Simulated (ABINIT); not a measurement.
Runs of ABINIT 10.8.3 (patched build) on MgB2. Symmetry: P6/mmm, No. 191, hexagonal system. The conventional cell has a = 3.085 Å, b = 3.085 Å, c = 3.523 Å, α = 90.00°, β = 90.00°, γ = 120.00°. Mg (site symmetry 6/mmm) is surrounded by 12 B at 2.51 Å. Around B (site symmetry -6m2) lie 3 B at 1.78 Å. 

| task | level | potentials or basis | k mesh | cutoff (eV) | fine-grid cutoff | mesh quality | gap on the mesh (eV) | pressure (GPa) | V0 of scaled cells (Å³/atom) | B0 (GPa) |
| --- | --- | --- | --- | --- | --- | --- | --- | --- | --- | --- |
| equation of state | HCTH407 | JTH PAW PBE v2.0 | 10 × 10 × 8 | 517 | 1034.03 eV | not flagged | - | - | 9.58 | (a) |
| single point | PBE | JTH PAW PBE v2.0 | 10 × 10 × 8 | 517 | 1034.03 eV | not flagged | none | -1.2 | - | - |
| single point | PBE | JTH PAW PBE v2.0 | 4 × 4 × 3 | 517 | 1034.03 eV | coarse | none | -1.6 | - | - |
| equation of state | PBE | JTH PAW PBE v2.0 | 10 × 10 × 8 | 680 | 1278.94 eV | not flagged | - | - | 9.63 | 152 |
| equation of state | PBE | JTH PAW PBE v2.0 | 10 × 10 × 8 | 517 | 1034.03 eV | not flagged | - | - | 9.63 | 152 |
| single point | LDA | JTH PAW LDA v2.0 | 8 × 8 × 6 | 408 | 816.342 eV | not flagged | none | - | - | - |
| single point | PBEsol | JTH PAW PBE v2.0 | 13 × 13 × 10 | 517 | 1034.03 eV | not flagged | none | -3.4 | - | - |
| single point | PBE | JTH PAW PBE v2.0 | 6 × 6 × 5 | 517 | 1034.03 eV | coarse | none | -1.2 | - | - |

Alike in all rows: no spin polarisation; cell as given; smearing fermi-dirac 0.05 eV.

Q: Estimate the missing entries.

A: (a) 151.

Caveats: some runs use coarse meshes; the atomic spheres overlap; pressures at fixed basis lie under the slope of the energies (some runs); the cell was scaled at fixed shape and fractional positions, which overstates the stiffness of a crystal with free parameters, most of all of layers and chains (some runs); the PAW data sets were made with another functional, which shifts forces and pressure a little (some runs).

A gap of «none» marks a metal or a gap under the smearing width.
